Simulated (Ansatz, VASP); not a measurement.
**CaO: VASP beside Ansatz**

```xyz
4
Lattice="4.0703 0.0000 0.0000 -2.0351 3.5250 0.0000 0.0000 0.0000 4.8787" Properties=species:S:1:pos:R:3 pbc="T T T"
Ca    2.0351    1.1750    1.2197
Ca    0.0000    2.3500    3.6590
O     2.0351    1.1750    3.6590
O     0.0000    2.3500    1.2197
```

Change from the starting cell: volume scaled by 1.06.

Alike in both runs: task single point; functional PBE; k mesh 8 × 8 × 6; occupations fermi-dirac, width 0.05 eV; no spin polarisation.

|  | VASP | Ansatz |
| --- | --- | --- |
| version | VASP 6.6.1 | Ansatz 0.2.0 |
| potentials or method | VASP PAW PBE potentials, release 64 (Ca_sv, O) | Ansatz PAW |
| plane-wave cutoff (eV) | 520 | 420 |
| valence electrons in the cell | 32 | 32 |

```tsv
	VASP	Ansatz	Ansatz less VASP
gap on the k mesh at the Fermi level (eV)	2.96	2.97	+0.013
least direct gap on the mesh (eV)	2.96	2.97	+0.013
pressure (GPa)	-3.3	-3.7	-0.38
largest component of the traceless stress (GPa)	0.13	0.15	+0.015
```

The functional is the same, so the differences come from potentials, cutoffs and numerics.

Caveats: the pressure holds a Pulay correction of +0.3 GPa for the finite cutoff (Ansatz). A k mesh can miss the band edges.
